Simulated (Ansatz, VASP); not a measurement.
## HfO2 in VASP and in Ansatz

POSCAR

```
HfO2
1.0
    0.0000000000      2.5291823190      2.5291823190
    2.5291823190      0.0000000000      2.5291823190
    2.5291823190      2.5291823190      0.0000000000
Hf O
1 2
Direct
    0.0000000000      0.0000000000      0.0000000000
    0.2500000000      0.2500000000      0.2500000000
    0.7500000000      0.7500000000      0.7500000000
```

Contents of INCAR.step1:

```
PREC = Accurate
ENCUT = 520
ISMEAR = 0
SIGMA = 0.01
LREAL = F
LASPH = T
NELM = 80
NBANDS = 18
GGA = PE
ALGO = Normal
EDIFF = 1E-4
LWAVE = T
LCHARG = F
```

Contents of INCAR.step2:

```
PREC = Accurate
ENCUT = 520
EDIFF = 1E-7
ISMEAR = 0
SIGMA = 0.01
LREAL = F
LASPH = T
NELM = 80
ALGO = Normal
ISIF = 2
LWAVE = F
LCHARG = T
METAGGA = R2SCAN
LMIXTAU = T
LELF = T
LVHAR = T
NBANDS = 18
ISTART = 1
```

KPOINTS

```
regular mesh
0
Gamma
  6 6 6
```

Input for Ansatz:

```yaml
crystal:
  lattice:
    - [0.0, 2.529182319, 2.529182319]
    - [2.529182319, 0.0, 2.529182319]
    - [2.529182319, 2.529182319, 0.0]
  atoms:
    - { symbol: Hf, position: [0.0, 0.0, 0.0] }
    - { symbol: O, position: [0.25, 0.25, 0.25] }
    - { symbol: O, position: [0.75, 0.75, 0.75] }
kpoints:
  mp_grid: { grid: [6, 6, 6] }
hamiltonian:
  xc: r2scan
scf:
  occupations: { method: fixed }
  n_extra_bands: 4
  convergence: { dr2_threshold: 1.0e-12 }
  max_iter: 75
output:
  forces: true
  stress: true
  eigenvalues: true
```

Alike in both runs: task single point; functional r2SCAN; k mesh 6 × 6 × 6; no spin polarisation.

|  | VASP | Ansatz |
| --- | --- | --- |
| version | VASP 6.6.1 | Ansatz 0.2.0 |
| potentials or method | VASP PAW PBE potentials, release 64 (Hf_pv, O) | plane waves |
| plane-wave cutoff (eV) | 520 | 500 |
| occupations | gaussian, width 0.01 eV | fixed |
| valence electrons in the cell | 22 | 38 |

|  | VASP | Ansatz | Ansatz less VASP |
| --- | --- | --- | --- |
| gap on the k mesh at the Fermi level (eV) | 4.31 | 4.30 | -0.012 |
| pressure (GPa) | -4.0 | 0.0 | +3.99 |

One of these differences is far larger than is usual between the two programs; its cause wasn't traced. The two sets of potentials don't hold the same shells in valence.

Caveats: the PAW data sets were made with another functional, which shifts forces and pressure a little (VASP); spin-orbit coupling is left out, which moves the levels of the heavy elements. r2SCAN opens gaps a little over a GGA but as a rule still falls short of measured ones. A k mesh can miss the band edges.
